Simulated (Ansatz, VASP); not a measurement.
# BaTe: VASP beside Ansatz

INCAR

```
SYSTEM = BaTe
PREC = Accurate ; ENCUT = 520
EDIFF = 1E-7 ; ISMEAR = 0
SIGMA = 0.1 ; LREAL = .FALSE.
LASPH = .TRUE. ; NELM = 100
ALGO = Normal ; ISIF = 2
LWAVE = .FALSE. ; LCHARG = .TRUE.
GGA = PE ; IVDW = 12
LELF = .TRUE. ; LVHAR = .TRUE.
NBANDS = 15
```

KPOINTS

```
Automatic mesh
0
G
  4 4 4
  0 0 0
```

POSCAR

```
BaTe
1.0
    0.0000000000      3.5449197300      3.5449197300
    3.5449197300      0.0000000000      3.5449197300
    3.5449197300      3.5449197300      0.0000000000
Ba Te
1 1
Direct
    0.0000000000      0.0000000000      0.0000000000
    0.5000000000      0.5000000000      0.5000000000
```

Input for Ansatz:

```yaml
crystal:
  lattice:
    - [0.0, 3.54491973, 3.54491973]
    - [3.54491973, 0.0, 3.54491973]
    - [3.54491973, 3.54491973, 0.0]
  atoms:
    - { symbol: Ba, position: [0.0, 0.0, 0.0] }
    - { symbol: Te, position: [0.5, 0.5, 0.5] }
basis:
  ecutwfc: 420
kpoints:
  mp_grid: { grid: [4, 4, 4] }
hamiltonian:
  xc: pbe
  dispersion: d3bj
scf:
  occupations: { method: gaussian, width: 0.1 }
  lower_state_search: "off"
output:
  forces: true
  stress: true
  eigenvalues: true
```

Alike in both runs: task single point; functional PBE; dispersion D3(BJ); k mesh 4 × 4 × 4; occupations gaussian, width 0.1 eV; no spin polarisation.

|  | VASP | Ansatz |
| --- | --- | --- |
| version | VASP 6.6.1 | Ansatz 0.2.0 |
| potentials or method | VASP PAW PBE potentials, release 64 (Ba_sv, Te) | scalar-relativistic, plane waves, PAW |
| plane-wave cutoff (eV) | 520 | 420 |
| valence electrons in the cell | 16 | 26 |

|  | VASP | Ansatz | Ansatz less VASP |
| --- | --- | --- | --- |
| gap on the k mesh at the Fermi level (eV) | 1.59 | 1.67 | +0.076 |
| least direct gap on the mesh (eV) | 1.98 | 2.02 | +0.048 |
| pressure (GPa) | -1.1 | -1.4 | -0.30 |

With one functional, cell and mesh, what is left measures potentials, basis and numerics. The two sets of potentials don't hold the same shells in valence.

Caveats: spin-orbit coupling is left out, which moves the levels of the heavy elements. A k mesh can miss the band edges. A hybrid or GW would open this gap; PBE tends to underestimate it.
